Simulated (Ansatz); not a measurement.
**Ba, one cell by several methods**

```
Ba
1.0
    -4.13119    4.13119    3.83677
     4.13119   -4.13119    3.83677
     4.13119    4.13119   -3.83677
Ba
4
Direct
  0.81814 0.68186 0.50000
  0.18186 0.31814 0.50000
  0.31814 0.81814 0.13628
  0.68186 0.18186 0.86372
```

Atoms are numbered in the order listed.

Structure from Materials Project entry mp-570384 (possibly hypothetical), not relaxed further.

Spin–orbit coupling is left out, though it moves levels of the heavy atoms by tenths of an eV or more.

All numbers are computed: DFT, PBE, PAW with Ansatz's default frozen-core files, scalar-relativistic (Ansatz 0.2.0); DFT, PBE, all-electron PAW with datasets made for the crystal, scalar-relativistic (Ansatz 0.2.0); DFT, PBE, all-electron LAPW, scalar-relativistic (Ansatz 0.2.0).

For PAW: a Γ-centred 6×6×6 k mesh, Fermi–Dirac smearing of 0.03 eV, cutoff 420 eV, no spin polarisation. The crystal-made all-electron datasets (AE datasets) take a cutoff of 220 eV at this cell. LAPW targets a basis error of 1 meV/atom. The Ansatz runs share mesh, smearing and spin set-up. Plane-wave (PAW) pressures include the program's estimate of the Pulay term.

Stress and pressure are positive in compression.

Levels count from the Fermi level.

```
                       quantity     PAW  AE datasets    LAPW
                 pressure (GPa)   -0.15        -0.15   -0.15
                stress xx (GPa)   -0.10        -0.10   -0.10
                stress zz (GPa)   -0.25        -0.25   -0.25
         force on Ba1, x (eV/Å)  -0.071       -0.071  -0.071
highest filled level at Z0 (eV)  -0.811       -0.811  -0.811
  lowest empty level at Z0 (eV)   0.124        0.124   0.124
 highest filled level at Z (eV)  -0.811       -0.811  -0.811
   lowest empty level at Z (eV)   0.124        0.124   0.124
 highest filled level at P (eV)  -0.734       -0.734  -0.734
   lowest empty level at P (eV)   0.366        0.366   0.366
```
